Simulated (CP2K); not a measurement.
# Sn (I4/mmm) in CP2K: reference runs, part 3 of 3

CP2K 2026.2.

**7. Single point, PBEsol, 28.45 Å³/atom (volume scaled by 1.04)**

sn_eos.inp

```
&GLOBAL
  PROJECT sn_eos
  RUN_TYPE ENERGY_FORCE
  PRINT_LEVEL LOW
&END GLOBAL
&FORCE_EVAL
  METHOD QS
  STRESS_TENSOR ANALYTICAL
  &DFT
    BASIS_SET_FILE_NAME BASIS_MOLOPT_UZH
    POTENTIAL_FILE_NAME POTENTIAL_UZH
    WFN_RESTART_FILE_NAME previous-RESTART.kp
    &MGRID
      CUTOFF 450
      REL_CUTOFF 60
      NGRIDS 5
    &END MGRID
    &QS
      METHOD GPW
      EPS_DEFAULT 1.0E-10
    &END QS
    &KPOINTS
      SCHEME MONKHORST-PACK 10 10 10
      GAMMA_CENTERED T
      SYMMETRY T
      SYMMETRY_BACKEND SPGLIB
    &END KPOINTS
    &SCF
      SCF_GUESS RESTART
      EPS_SCF 1.0E-6
      MAX_SCF 100
      ADDED_MOS 8
      CHOLESKY OFF
      EPS_EIGVAL 1.0E-7
      &DIAGONALIZATION ON
        ALGORITHM STANDARD
      &END DIAGONALIZATION
      &MIXING ON
        METHOD BROYDEN_MIXING
        ALPHA 0.4
        BETA 1.5
        NBUFFER 8
      &END MIXING
      &SMEAR ON
        METHOD FERMI_DIRAC
        ELECTRONIC_TEMPERATURE 580.23
      &END SMEAR
    &END SCF
    &XC
      &XC_FUNCTIONAL
        &GGA_X_PBE_SOL
        &END GGA_X_PBE_SOL
        &GGA_C_PBE_SOL
        &END GGA_C_PBE_SOL
      &END XC_FUNCTIONAL
    &END XC
    &PRINT
      &KPOINTS ON
      &END KPOINTS
      &MULLIKEN ON
      &END MULLIKEN
      &MO ON
        ENERGIES T
        OCCUPATION_NUMBERS T
        &EACH
          QS_SCF 0
        &END EACH
        ADD_LAST NUMERIC
      &END MO
    &END PRINT
  &END DFT
  &SUBSYS
    &CELL
      A 3.3592526658 0.0000000000 0.0000000000
      B -1.6736444802 2.9126435804 0.0000000000
      C -0.8428040927 -1.4563217902 2.9074708214
      PERIODIC XYZ
    &END CELL
    &COORD
      Sn  0.0000000000 0.0000000000 0.0000000000
    &END COORD
    &KIND Sn
      BASIS_SET TZVP-MOLOPT-PBE-GTH-q4
      POTENTIAL GTH-PBE-q4
    &END KIND
    &PRINT
      &ATOMIC_COORDINATES ON
      &END ATOMIC_COORDINATES
      &CELL ON
      &END CELL
      &SYMMETRY ON
      &END SYMMETRY
    &END PRINT
  &END SUBSYS
  &PRINT
    &FORCES ON
    &END FORCES
    &STRESS_TENSOR ON
    &END STRESS_TENSOR
  &END PRINT
&END FORCE_EVAL
```

Launch:

```
OMP_NUM_THREADS=1 cp2k.psmp -i sn_eos.inp -o sn_eos.out
```

Wall time 13 s (1 thread of Arm Neoverse V2, shared host); peak memory 0.21 GiB.

The run converged. Its results:

| Item | Value |
| --- | --- |
| Free energy | -94.7906 eV |
| Pressure | -0.7 GPa |
| Band gap on the k mesh | none (metal or under the smearing width) |

Caveat: the potentials were made for another functional, which shifts forces and pressure; the basis of atomic orbitals isn't converged, which shifts pressures, moduli and gaps.

**8. Single point, PBEsol, 25.71 Å³/atom (volume scaled by 0.94)**

sn_eos.inp, as its differences from that of step 7:

```diff
@@ -73,5 +73,5 @@
     &CELL
-      A 3.3592526658 0.0000000000 0.0000000000
-      B -1.6736444802 2.9126435804 0.0000000000
-      C -0.8428040927 -1.4563217902 2.9074708214
+      A 3.2479363412 0.0000000000 0.0000000000
+      B -1.6181845399 2.8161266433 0.0000000000
+      C -0.8148759006 -1.4080633216 2.8111252952
       PERIODIC XYZ
```

Launch:

```
OMP_NUM_THREADS=1 cp2k.psmp -i sn_eos.inp -o sn_eos.out
```

Run time: 14 s. Hardware: 1 thread of Arm Neoverse V2, shared host; peak memory 0.22 GiB.

It converged, with:

| Item | Value |
| --- | --- |
| Free energy | -94.7578 eV |
| Pressure | 5.2 GPa |
| Band gap on the k mesh | none (metal or under the smearing width) |

Caveat: the potentials were made for another functional, which shifts forces and pressure; the basis of atomic orbitals isn't converged, which shifts pressures, moduli and gaps.

**9. Single point, PBEsol, 28.99 Å³/atom (volume scaled by 1.06)**

sn_eos.inp, as its differences from that of step 8:

```diff
@@ -73,5 +73,5 @@
     &CELL
-      A 3.2479363412 0.0000000000 0.0000000000
-      B -1.6181845399 2.8161266433 0.0000000000
-      C -0.8148759006 -1.4080633216 2.8111252952
+      A 3.3806497564 0.0000000000 0.0000000000
+      B -1.6843049235 2.9311959505 0.0000000000
+      C -0.8481724164 -1.4655979753 2.9259902431
       PERIODIC XYZ
```

Potentials or basis: POTENTIAL_UZH Sn GTH-PBE-q4; TZVP-MOLOPT-PBE-GTH basis.

Launch:

```
OMP_NUM_THREADS=1 cp2k.psmp -i sn_eos.inp -o sn_eos.out
```

It took 12 s on 1 thread of Arm Neoverse V2, shared host; peak memory 0.21 GiB.

The run converged. Its results:

- Free energy: -94.7867 eV
- Pressure: -1.5 GPa
- Band gap on the k mesh: none (metal or under the smearing width)

Caveat: the potentials were made for another functional, which shifts forces and pressure; the basis of atomic orbitals isn't converged, which shifts pressures, moduli and gaps.

**10. Equation of state, PBEsol**

This step only gathers the single runs of the series.

What came out:

| Item | Value |
| --- | --- |
| Equilibrium volume | 28.01 Å³/atom |
| Bulk modulus at fixed shape and positions | 48 GPa |
| Pressure derivative of the bulk modulus | 5.3 |

Energy against volume, from the lowest point:
```csv
volume (Å³/atom),energy (meV/atom)
25.712,33.69
26.259,18.66
26.806,8.39
27.353,2.33
27.901,0.00
28.448,0.94
28.995,4.80
```

Caveat: the cell was scaled at fixed shape and fractional positions, which overstates the stiffness of a crystal with free parameters, most of all of layers and chains; the potentials were made for another functional, which shifts forces and pressure; the basis of atomic orbitals isn't converged, which shifts pressures, moduli and gaps.

**11. Single point, PBEsol (cell strained at random at fixed volume)**

sn_scf.inp

```
&GLOBAL
  PROJECT sn_scf
  RUN_TYPE ENERGY_FORCE
  PRINT_LEVEL LOW
&END GLOBAL
&FORCE_EVAL
  METHOD QS
  STRESS_TENSOR ANALYTICAL
  &DFT
    BASIS_SET_FILE_NAME BASIS_MOLOPT_UZH
    POTENTIAL_FILE_NAME POTENTIAL_UZH
    &MGRID
      CUTOFF 450
      REL_CUTOFF 60
      NGRIDS 4
    &END MGRID
    &QS
      METHOD GPW
      EPS_DEFAULT 1.0E-10
    &END QS
    &KPOINTS
      SCHEME MONKHORST-PACK 10 10 10
      GAMMA_CENTERED T
      SYMMETRY T
      SYMMETRY_BACKEND SPGLIB
    &END KPOINTS
    &SCF
      SCF_GUESS ATOMIC
      EPS_SCF 1.0E-6
      MAX_SCF 100
      ADDED_MOS 8
      CHOLESKY OFF
      EPS_EIGVAL 1.0E-7
      &DIAGONALIZATION ON
        ALGORITHM STANDARD
      &END DIAGONALIZATION
      &MIXING ON
        METHOD BROYDEN_MIXING
        ALPHA 0.4
        BETA 1.5
        NBUFFER 8
      &END MIXING
      &SMEAR ON
        METHOD FERMI_DIRAC
        ELECTRONIC_TEMPERATURE 580.23
      &END SMEAR
    &END SCF
    &XC
      &XC_FUNCTIONAL
        &GGA_X_PBE_SOL
        &END GGA_X_PBE_SOL
        &GGA_C_PBE_SOL
        &END GGA_C_PBE_SOL
      &END XC_FUNCTIONAL
    &END XC
    &PRINT
      &KPOINTS ON
      &END KPOINTS
      &MULLIKEN ON
      &END MULLIKEN
      &MO ON
        ENERGIES T
        OCCUPATION_NUMBERS T
        &EACH
          QS_SCF 0
        &END EACH
        ADD_LAST NUMERIC
      &END MO
      &LOWDIN ON
      &END LOWDIN
      &HIRSHFELD ON
        SHAPE_FUNCTION DENSITY
      &END HIRSHFELD
    &END PRINT
  &END DFT
  &SUBSYS
    &CELL
      A 3.2767104176 0.0000000000 0.0000000000
      B -1.6702053159 2.9006006760 0.0000000000
      C -0.6961773698 -1.3802809542 2.8779683999
      PERIODIC XYZ
    &END CELL
    &COORD
      Sn  0.0252508165 0.0041420147 -0.0017900963
    &END COORD
    &KIND Sn
      BASIS_SET TZVP-MOLOPT-PBE-GTH-q4
      POTENTIAL GTH-PBE-q4
    &END KIND
    &PRINT
      &ATOMIC_COORDINATES ON
      &END ATOMIC_COORDINATES
      &CELL ON
      &END CELL
    &END PRINT
  &END SUBSYS
  &PRINT
    &FORCES ON
    &END FORCES
    &STRESS_TENSOR ON
    &END STRESS_TENSOR
  &END PRINT
&END FORCE_EVAL
```

Potentials or basis: POTENTIAL_UZH Sn GTH-PBE-q4; TZVP-MOLOPT-PBE-GTH basis.

Launch:

```
OMP_NUM_THREADS=1 cp2k.psmp -i sn_scf.inp -o sn_scf.out
```

sn_scf.out:

```text

 CP2K| version string:                                       CP2K version 2026.2
 CP2K| Input file name                                                sn_scf.inp

 GLOBAL| Force Environment number                                              1
 GLOBAL| Basis set file name                                    BASIS_MOLOPT_UZH
 GLOBAL| Potential file name                                       POTENTIAL_UZH
 GLOBAL| MM Potential file name                                     MM_POTENTIAL
 GLOBAL| Coordinate file name                                      __STD_INPUT__
 GLOBAL| Method name                                                        CP2K
 GLOBAL| Project name                                                     sn_scf
 GLOBAL| Run type                                                   ENERGY_FORCE
 GLOBAL| FFT library                                                       FFTW3
[... 6 lines left out ...]
 GLOBAL| Total number of message passing processes                             1
 GLOBAL| Number of threads for this process                                    1
 GLOBAL| CPU model name                                                  UNKNOWN

 CELL| Volume [angstrom^3]:                                            27.353445
 CELL| Vector a [angstrom]:       3.277     0.000     0.000   |a| =     3.276710
[... 422 lines left out ...]

 LOWDIN POPULATION ANALYSIS

 #  Atom  Element  Kind  Atomic population                           Net charge
       1     Sn       1          4.000000                             -0.000000
 # Total charge                              4.000000                 -0.000000

 ENERGY| Total FORCE_EVAL ( QS ) energy [hartree]             -3.483344597487824

 FORCES| Atomic forces [hartree/bohr]
 FORCES|   Atom     x               y               z               |f|
 FORCES|      1  2.38076994E-07  4.84163401E-07  6.24327188E-10   5.39532431E-07
 FORCES| Sum     2.38076994E-07  4.84163401E-07  6.24327188E-10
 FORCES| Total atomic force                                       5.39532431E-07

 STRESS| Analytical stress tensor [bar]
 STRESS|                        x                   y                   z
 STRESS|      x        1.57686374794E+04   7.71512157100E+03  -1.42737027688E+03
 STRESS|      y        7.71512157100E+03   2.04323677906E+04  -3.41382254026E+03
 STRESS|      z       -1.42737027688E+03  -3.41382254026E+03   6.89187108019E+03
 STRESS| 1/3 Trace                                             1.43642921167E+04
 STRESS| Determinant                                           1.66005963499E+12

 STRESS| Eigenvectors and eigenvalues of the analytical stress tensor [bar]
 STRESS|                        1                   2                   3
 STRESS| Eigenvalues   6.05214914167E+03   1.02311366991E+04   2.68095905094E+04
 STRESS|      x          -0.069682242036      0.812343822746      0.579000776157
 STRESS|      y           0.265653651562     -0.544341966574      0.795688356606
 STRESS|      z           0.961546942461      0.209259019093     -0.177871134171
```

It took 26 s on 1 thread of Arm Neoverse V2, shared host; peak memory 0.23 GiB.

Results:

```
Free energy            : -94.7866 eV
Pressure               : 1.4 GPa
Band gap on the k mesh : none (metal or under the smearing width)
```

Stress tensor (GPa, compression positive):
```
 1.58  0.77 -0.14
 0.77  2.04 -0.34
-0.14 -0.34  0.69
```

Caveat: the potentials were made for another functional, which shifts forces and pressure; the basis of atomic orbitals isn't converged, which shifts pressures, moduli and gaps.

**12. Overview**

```csv
task,cell,NGRIDS,gap on the mesh (eV),pressure (GPa)
single point,as given,5,none,1.2
equation of state,as given,5,-,-
single point,cell strained at random at fixed volume,4,none,1.4
```

Alike in all rows: level PBEsol; potentials or basis POTENTIAL_UZH Sn GTH-PBE-q4; TZVP-MOLOPT-PBE-GTH basis; no spin polarisation; k mesh 10 × 10 × 10; smearing fermi-dirac 0.05 eV.

Caveats: the potentials were made for another functional, which shifts forces and pressure; the basis of atomic orbitals isn't converged, which shifts pressures, moduli and gaps; the cell was scaled at fixed shape and fractional positions, which overstates the stiffness of a crystal with free parameters, most of all of layers and chains (some runs).

Absolute energies hang on the potentials; compare differences alone.
